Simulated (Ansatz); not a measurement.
Hf: do energies and stresses tell the same story?

These are results of DFT r2SCAN, scalar-relativistic, plane waves, PAW in Ansatz 0.2.0, not measurements.

Settings: cutoff 500 eV, Γ-centred mesh 16×16×16 on the computed 1-atom cell, Gaussian smearing of 0.10 eV; no spin polarisation.

Relaxed cell: Fm-3m, a = 4.479 Å, b = 4.479 Å, c = 4.479 Å, α = 90.00°, β = 90.00°, γ = 90.00°, 1 atom in the primitive cell. This fcc form isn't the element's structure at ambient conditions.

Energies at zero smearing and pressures from the stress tensor, at volumes with shape and atoms relaxed:
| V (Å³/atom) | E − E(first) (meV/atom) | P (GPa) |
| --- | --- | --- |
| 21.120 | 0.00 | 6.86 |
| 21.794 | -21.04 | 3.23 |
| 22.468 | -27.86 | 0.00 |
| 23.142 | -21.87 | -2.90 |
| 23.817 | -4.24 | -5.49 |

Q: Check P = −dE/dV between neighbouring volumes, and get the bulk modulus from the pressures alone.

A: With 1 eV/Å³ = 160.2 GPa:
```json
{"middle V (Å³/atom)": "21.457", "−ΔE/ΔV (GPa)": "5.001", "mean P (GPa)": "5.046"}
{"middle V (Å³/atom)": "22.131", "−ΔE/ΔV (GPa)": "1.620", "mean P (GPa)": "1.616"}
{"middle V (Å³/atom)": "22.805", "−ΔE/ΔV (GPa)": "-1.424", "mean P (GPa)": "-1.452"}
{"middle V (Å³/atom)": "23.479", "−ΔE/ΔV (GPa)": "-4.190", "mean P (GPa)": "-4.197"}
```

The two differ by 0.05 GPa at most. The mean of two end pressures misses the average over a step by about ΔV² P″/12, up to 0.04 GPa here; with that taken off 0.05 GPa remains. The stress is the derivative of the free energy, not of the energy at zero smearing, and with free energies 0.00 GPa remains. Around V = 22.468 Å³/atom, the two neighbours give B = −V ΔP/ΔV = 22.468 × 6.14 / 1.348 = 102.3 GPa, against B0 = 101.6 GPa from the Birch–Murnaghan fit of the energies.

Spin–orbit coupling is left out, which can shift energies with elements as heavy as these.